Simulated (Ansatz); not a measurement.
**simple cubic against fcc along groups 8 to 10**

These are results of DFT, BLYP, plane waves (420 eV) with PAW, scalar-relativistic in Ansatz 0.2.0, not measurements. (PAW data from PBE, frozen cores regenerated.)

Each structure is relaxed within its symmetry, in the lowest magnetic state of the tried starts. Differences under about 8 meV lie within the error of the k-point mesh.

| element | E(simple cubic) − E(fcc) (meV/atom) | V(simple cubic) (Å³/atom) | V(fcc) (Å³/atom) | state of simple cubic | state of fcc |
| --- | --- | --- | --- | --- | --- |
| Ru | 775 | 16.66 | 14.51 | spin not included | spin not included |
| Os | 1067 | 17.53 | 14.98 | spin not included | spin not included |
| Co | 591 | 13.44 | 11.41 | ferromagnetic | ferromagnetic |
| Rh | 559 | 17.26 | 14.82 | spin not included | non-magnetic |
| Ir | 682 | 17.93 | 15.26 | spin not included | spin not included |
| Ni | 539 | 13.28 | 11.45 | ferromagnetic | ferromagnetic |
| Pd | 320 | 19.03 | 16.38 | spin not included | spin not included |
| Pt | 215 | 19.21 | 16.65 | spin not included | spin not included |
